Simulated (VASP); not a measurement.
# KI: G0W0 on PBE, by spin-orbit coupling

KI, Fm-3m (no. 225), 2 atoms in the cell.

| Spin-orbit coupling | Quasiparticle gap on the mesh (eV) | Gap of the starting point on the mesh (eV) | Quasiparticle gap at the zone centre (eV) | Starting gap at the zone centre (eV) | Correction of the gap between the band edges on the mesh (eV) | Time (s) |
|---|---|---|---|---|---|---|
| no | 5.95 | 3.93 | 5.95 | 3.93 | 2.02 | 7.8 |
| yes | 5.61 | 3.61 | 5.61 | 3.61 | 1.99 | 26 |

Limits: row 1: spin-orbit coupling is left out, which can change the gap by several tenths of an eV or more with I; the mesh is coarse: neither the gap nor the screening is converged.

## Input of the first row

INCAR.step1:
```
SYSTEM = KI
ALGO     = Normal         ! electronic algorithm
EDIFF    = 1E-8           ! SCF threshold, eV
ENCUT    = 300            ! plane-wave cutoff, eV
GGA      = PE             ! functional
ISMEAR   = 0              ! smearing method
LASPH    = .TRUE.         ! aspherical terms in the spheres
LCHARG   = .FALSE.        ! write CHGCAR
LREAL    = .FALSE.        ! projectors in reciprocal space
LWAVE    = .TRUE.         ! write WAVECAR
NELM     = 150            ! most SCF steps
PREC     = Accurate       ! precision mode
SIGMA    = 0.05           ! smearing width, eV
```

INCAR.step2, as INCAR.step1 but for:
```
- ALGO = Normal
- NELM = 150
+ ALGO = Exact
+ ISTART = 1
+ LOPTICS = .TRUE.
+ NBANDS = 168
+ NELM = 1
```

INCAR.step3, as INCAR.step2 but for:
```
- ALGO = Exact
- EDIFF = 1E-8
- LOPTICS = .TRUE.
- LWAVE = .TRUE.
- NELM = 1
+ ALGO = EVGW0
+ ENCUTGW = 100
+ LWAVE = .FALSE.
+ NBANDSGW = 12
+ NELMGW = 1
+ NOMEGA = 48
+ PRECFOCK = Fast
```

KPOINTS:
```
k-points
0
Gamma
  2 2 2
```

POSCAR:
```
KI
1.0
    0.0000000000      3.5327750000      3.5327750000
    3.5327750000      0.0000000000      3.5327750000
    3.5327750000      3.5327750000      0.0000000000
I K
1 1
Direct
    0.5000000000      0.5000000000      0.5000000000
    0.0000000000      0.0000000000      0.0000000000
```

Commands (each step's output is kept before the next begins):
```
cat potpaw_PBE.64/I_GW/POTCAR potpaw_PBE.64/K_sv_GW/POTCAR > POTCAR
cp INCAR.step1 INCAR
mpirun -np 4 vasp_std > vasp.out
cp INCAR.step2 INCAR
mpirun -np 4 vasp_std > vasp.out
cp INCAR.step3 INCAR
mpirun -np 4 vasp_std > vasp.out
```

Changes of the last row against the first:
```
(step 1)
+ LSORBIT = True
+ GGA_COMPAT = False
+ MAGMOM = 0 0 0 0 0 0
(step 2)
- NBANDS = 168
+ LSORBIT = True
+ GGA_COMPAT = False
+ MAGMOM = 0 0 0 0 0 0
+ NBANDS = 336
(step 3)
- NBANDS = 168
- NBANDSGW = 12
+ LSORBIT = True
+ GGA_COMPAT = False
+ MAGMOM = 0 0 0 0 0 0
+ NBANDS = 336
+ NBANDSGW = 24
- vasp_std
+ vasp_ncl
```

VASP 6.6.1 took 7.8 s on 4 cores (Intel Xeon Platinum 8488C (Sapphire Rapids)), a shared host.
